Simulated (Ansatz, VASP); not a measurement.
**Si in VASP and in Ansatz**

The input INCAR:

```
SYSTEM = Si
ALGO = Normal ; EDIFF = 1E-6
ENCUT = 520 ; GGA = CA
ISIF = 2 ; ISMEAR = -1
LASPH = .True. ; LCHARG = .False.
LREAL = .False. ; LWAVE = .False.
NBANDS = 8 ; NELM = 100
PREC = Accurate ; SIGMA = 0.1
```

Contents of KPOINTS:

```
k-points
0
Gamma
  16 16 16
  0 0 0
```

File POSCAR:

```
Si
1.0
    2.0109279408      0.0000000000      0.0000000000
    0.0000000000      2.0109279408      0.0000000000
    0.0000000000      0.0000000000      2.0109279408
Si
1
Direct
    0.0000000000      0.0000000000      0.0000000000
```

Input for Ansatz:

```yaml
crystal:
  lattice:
    - [2.0109279408, 0.0, 0.0]
    - [0.0, 2.0109279408, 0.0]
    - [0.0, 0.0, 2.0109279408]
  atoms:
    - { symbol: Si, position: [0.0, 0.0, 0.0] }
kpoints:
  mp_grid: { grid: [16, 16, 16] }
scf:
  occupations: { method: fermi_dirac, width: 0.1 }
hamiltonian:
  xc: lda
  pseudopotentials: { kind: all_electron, lapw: { basis_error: 0.001 } }
output:
  forces: true
  stress: true
  eigenvalues: true
  populations: true
```

Change from the starting cell: volume scaled by 0.52, LAPW.

Alike in both runs: task single point; functional LDA; k mesh 16 × 16 × 16; occupations fermi-dirac, width 0.1 eV; no spin polarisation.

```csv
,VASP,Ansatz
version,VASP 6.6.1,Ansatz 0.2.0
potentials or method,"VASP PAW LDA potentials, release 64 (Si)","all-electron LAPW, scalar-relativistic"
plane-wave cutoff (eV),520,see its input
```

Ansatz gave:

| Quantity | Value |
| --- | --- |
| pressure (GPa) | 256.8 |

Question: Which values does VASP return?

Answer: Pressure (GPa): 258.5.

Ansatz ran all-electron here, so the differences hold the error of VASP's frozen core and of both bases.

Caveats: the cell as given lies far from equilibrium; so large a pressure means that the cell lies far from this level's equilibrium, or that cutoff or potentials fall short (VASP).
